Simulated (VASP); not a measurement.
Write the native input for VASP 6.6.1 that does the following.

- Task: single point
- Functional: PBE
- Potentials or basis: VASP PAW PBE potentials, release 64 (Pb_d, Te)
- Cutoff: 520 eV
- k mesh: 7 × 7 × 7
- Occupations: gaussian, width 0.024 eV
- Spin: no spin polarisation
- Further INCAR settings: ALGO = Normal; EDIFF = 1e-07

The structure of TePb lies in POSCAR:

```
TePb
1.0
    0.0000000000      3.2310000000      3.2310000000
    3.2310000000      0.0000000000      3.2310000000
    3.2310000000      3.2310000000      0.0000000000
Pb Te
1 1
Direct
    0.0000000000      0.0000000000      0.0000000000
    0.5000000000      0.5000000000      0.5000000000
```

The input as run:

INCAR

```
SYSTEM = TePb
ALGO     = Normal         ! electronic algorithm
EDIFF    = 1E-7           ! SCF threshold, eV
ENCUT    = 520            ! plane-wave cutoff, eV
GGA      = PE             ! functional
ISIF     = 2              ! what is computed and relaxed
ISMEAR   = 0              ! smearing method
LASPH    = .True.         ! aspherical terms in the spheres
LCHARG   = .False.        ! write CHGCAR
LREAL    = .False.        ! projectors in reciprocal space
LWAVE    = .False.        ! write WAVECAR
NELM     = 80             ! most SCF steps
PREC     = Accurate       ! precision mode
SIGMA    = 0.024          ! smearing width, eV
```

KPOINTS

```
k-points
0
Gamma
  7 7 7
  0 0 0
```

Potentials or basis: VASP PAW PBE potentials, release 64 (Pb_d, Te).

Command:

```sh
$ cat potpaw_PBE.64/Pb_d/POTCAR potpaw_PBE.64/Te/POTCAR > POTCAR
$ mpirun -np 1 vasp_std > vasp.out
```

Results of the run:

```json
{
  "Pressure": "2.1 GPa"
}
```

Run time: 12 s on 1 thread of Intel(R) Xeon(R) 6975P-C (Granite Rapids), on a shared host, peak memory 0.2 GiB.
